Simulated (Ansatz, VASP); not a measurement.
# Two plane-wave programs on Ca

The input INCAR:

```
PREC     = Accurate       # precision mode
ENCUT    = 520            # plane-wave cutoff, eV
EDIFF    = 1E-6           # SCF threshold, eV
ISMEAR   = 0              # smearing method
SIGMA    = 0.15           # smearing width, eV
LREAL    = False          # projectors in reciprocal space
LASPH    = True           # aspherical terms in the spheres
NELM     = 60             # most SCF steps
ALGO     = Fast           # electronic algorithm
ISIF     = 2              # what is computed and relaxed
LWAVE    = False          # write WAVECAR
LCHARG   = False          # write CHGCAR
GGA      = PE             # functional
NBANDS   = 17             # bands
```

The input KPOINTS:

```
Automatic mesh
0
Gamma
  15 15 8
```

The input POSCAR:

```
Ca
1.0
    4.0345268378      0.0000000000      0.0000000000
   -2.0172634189      3.4940027338      0.0000000000
    0.0000000000      0.0000000000      6.3449531218
Ca
2
Direct
    0.3333333333      0.6666666667      0.2500000000
    0.6666666667      0.3333333333      0.7500000000
```

Input for Ansatz:

```yaml
crystal:
  lattice:
    - [4.0345268378, 0.0, 0.0]
    - [-2.0172634189, 3.4940027338, 0.0]
    - [0.0, 0.0, 6.3449531218]
  atoms:
    - { symbol: Ca, position: [0.3333333333, 0.6666666667, 0.25] }
    - { symbol: Ca, position: [0.6666666667, 0.3333333333, 0.75] }
basis:
  ecutwfc: 420
kpoints:
  mp_grid: { grid: [15, 15, 8] }
hamiltonian:
  xc: pbe
scf:
  occupations: { method: gaussian, width: 0.15 }
output:
  forces: true
  stress: true
  eigenvalues: true
```

Alike in both runs: task single point; functional PBE; k mesh 15 × 15 × 8; occupations gaussian, width 0.15 eV; no spin polarisation.

|  | VASP | Ansatz |
| --- | --- | --- |
| version | VASP 6.6.1 | Ansatz 0.2.0 |
| potentials or method | VASP PAW PBE potentials, release 64 (Ca_sv) | scalar-relativistic, plane waves, PAW |
| plane-wave cutoff (eV) | 520 | 420 |
| valence electrons in the cell | 20 | 20 |

```tsv
	VASP	Ansatz	Ansatz less VASP
gap on the k mesh at the Fermi level (eV)	none	none	-
pressure (GPa)	-0.8	-0.8	0.00
largest component of the traceless stress (GPa)	0.74	0.74	-0.002
```

A gap of «none» marks a metal or a gap that the smearing closes.
